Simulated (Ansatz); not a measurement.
Input and command of a plane-wave DFT calculation in Ansatz:

```yaml
crystal:
  lattice:
    - [3.2357359556, 0.0, 0.0]
    - [-1.6178679778, 2.8022295374, 0.0]
    - [0.0, 0.0, 5.5681488521]
  atoms:
    - { symbol: Zr, position: [0.3333333333, 0.6666666667, 0.25] }
    - { symbol: Zr, position: [0.6666666667, 0.3333333333, 0.75] }
    - { symbol: C, position: [0.0, 0.0, 0.0] }
    - { symbol: C, position: [0.0, 0.0, 0.5] }
basis:
  ecutwfc: 420
kpoints:
  mp_grid: { grid: [6, 6, 4] }
hamiltonian:
  xc: pbe
scf:
  occupations: { method: gaussian, width: 0.1 }
output:
  forces: true
  stress: true
  eigenvalues: true
```

```bash
ansatz run input.yaml --threads 1 --pin off --max-ram 2560MiB --backend cpu --events-out ev --progress --plain --runs-dir out
```

Processor: Arm Neoverse V1, 1 thread, on a host shared with other jobs.

Problem. How long does it run, and how much memory does it take?

Solution. About 1.4 s on 1 thread of Arm Neoverse V1 (shared host), peak memory 0.31 GiB. It solves 20 bands at 21 k points (the mesh reduced by the symmetry that the task leaves, which can be less than the crystal's) with about 991 plane waves, in 6 SCF iterations.
